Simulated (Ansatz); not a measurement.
Theory: Ansatz, DFT PBE, scalar-relativistic, plane waves, PAW. Several structures of GaSb4 were relaxed, and the powder pattern of one of them was computed from 10° to 70° in 2θ (λ = 1.5406 Å; lines under 1 % are left out).

Cu Kα1 powder pattern (kinematic, no thermal factors).
```json
{"2θ (°)": "18.78", "relative intensity": "11"}
{"2θ (°)": "26.68", "relative intensity": "70"}
{"2θ (°)": "32.83", "relative intensity": "5"}
{"2θ (°)": "38.09", "relative intensity": "100"}
{"2θ (°)": "42.80", "relative intensity": "3"}
{"2θ (°)": "47.11", "relative intensity": "20"}
{"2θ (°)": "51.15", "relative intensity": "3"}
{"2θ (°)": "54.97", "relative intensity": "17"}
{"2θ (°)": "58.61", "relative intensity": "1"}
{"2θ (°)": "62.12", "relative intensity": "25"}
{"2θ (°)": "68.83", "relative intensity": "34"}
```

Question: Which structure gives it?
A.

Space group Im-3m (No. 229). a = 6.677 Å, b = 6.677 Å, c = 6.677 Å, α = 90.00°, β = 90.00°, γ = 90.00°
| atom | site | symmetry | x | y | z |
| --- | --- | --- | --- | --- | --- |
| Ga | 2a | m-3m | 0.0000 | 0.0000 | 0.0000 |
| Sb | 8c | .-3m | 0.2500 | 0.2500 | 0.7500 |

B.

Space group I4/m (No. 87). a = 8.268 Å, b = 8.268 Å, c = 3.816 Å, α = 90.00°, β = 90.00°, γ = 90.00°
| atom | site | symmetry | x | y | z |
| --- | --- | --- | --- | --- | --- |
| Ga | 2a | 4/m.. | 0.0000 | 0.0000 | 0.0000 |
| Sb | 8h | m.. | 0.2040 | 0.6051 | 0.0000 |

C.

Space group P-43m (No. 215). a = 5.338 Å, b = 5.338 Å, c = 5.338 Å, α = 90.00°, β = 90.00°, γ = 90.00°
```json
{"atom": "Ga", "site": "1a", "symmetry": "-43m", "x": "0.0000", "y": "0.0000", "z": "0.0000"}
{"atom": "Sb", "site": "4e", "symmetry": ".3m", "x": "0.2950", "y": "0.2950", "z": "0.2950"}
```

Answer: A. Its strongest line, at 2θ = 38.09°, has d = λ/(2 sin θ) = 2.361 Å and is the (2 2 0) reflection of the conventional Im-3m cell with a = 6.677 Å. The others have their strongest lines at 33.7° (B); 28.9° (C).

The cells needn't be stable.
